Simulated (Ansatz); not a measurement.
Defect migration in zinc-blende AlP: interstitial Al, charge state +3. The step: Al moves alone to another site; the atom moves 2.38 Å along (-0.25, 0.25, 0.25) of the unit cell; the moving atom starts with neighbours 6 Al at 2.90; 4 P at 2.37 Å and ends with 4 Al at 2.64; 5 P at 2.67, P at 2.68 Å. A PBE band in Ansatz (plane-wave PAW, a 2×2×2 k-point mesh shifted by half a step, 64 host sites, 44 SCF runs with any check of the saddle's order, static, no finite-size correction) gives a forward barrier of 1.27 eV. The program found a first-order saddle point. The charge state is imposed; whether it is stable for some Fermi level was not computed. Sites that were not tried may lie lower.

Single points at the band's start and saddle point can refine it. Rough cost of one point, in units of the band's mean SCF on the same machine:

| Level | Cost of one point |
|---|---|
| PBE, a 3×3×3 k-point mesh shifted by half a step | about 5 |
| r2SCAN at 500 eV, a 2×2×2 k-point mesh shifted by half a step | about 3 |

Question: Which of these move the barrier by more than 0.1 eV, and how far does each move it?

Answer: PBE, a 3×3×3 k-point mesh shifted by half a step: 0.00 eV; r2SCAN at 500 eV, a 2×2×2 k-point mesh shifted by half a step: +0.12 eV. Each functional is compared with PBE at the same k-points.

Ansatz is a quantum-chemistry and plane-wave program.
